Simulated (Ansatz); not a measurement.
Crystal: KI.

```
I K
1.0
     0.00000    3.53277    3.53277
     3.53277    0.00000    3.53277
     3.53277    3.53277    0.00000
I K
1 1
Direct
  0.50000 0.50000 0.50000
  0.00000 0.00000 0.00000
```

Base run:

* Program: Ansatz 0.2.0
* Functional: PBEsol
* Potentials or basis: all-electron LAPW, inner shells corrected to Dirac's equation
* Cutoff: 116 eV
* Density cutoff: 464 eV
* Basis error allowed: 0.001 eV/atom
* k mesh: 7 × 7 × 7
* Occupations: fermi-dirac, width 0.05 eV
* Spin: no spin polarisation

Its results: band gap on the k mesh 3.82 eV, direct; pressure -0.3 GPa.

**Question.** The run is repeated on the same cell with these changes: potentials or basis from all-electron LAPW, inner shells corrected to Dirac's equation to all-electron LAPW, non-relativistic. What comes out?

**Answer.** Band gap on the k mesh 4.28 eV, direct; pressure -0.1 GPa.

Caveats: spin-orbit coupling is left out, which moves the levels of the heavy elements; relativity is left out, which matters for the heavier elements (some runs).

Not every run made on this cell is shown here.
